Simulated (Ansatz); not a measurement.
The calculation used DFT PBE, scalar-relativistic, plane waves, PAW in Ansatz 0.2.0.

Cutoff 420 eV; k points 12×12×12 on the computed 2-atom cell (Γ-centred); Gaussian smearing, width 0.10 eV; no spin polarisation.

Structure with the computed forces (eV/Å) in the last three columns:

```xyz
2
Lattice="1.7257 0.9963 3.1297 -1.7257 0.9963 3.1297 0.0000 -1.9927 3.1297" Properties=species:S:1:pos:R:3:forces:R:3 pbc="T T T" pressure_GPa=2.19
P     0.0900    0.0000    2.1321   -0.4910   -0.0730    0.3430
P     0.0000    0.0000    7.2570    0.4910    0.0730   -0.3430
```

Stress tensor (GPa, compression positive):

```
 3.40 -0.09 -2.02
-0.09  2.25 -0.20
-2.02 -0.20  0.91
```

This form isn't the element's structure at ambient conditions.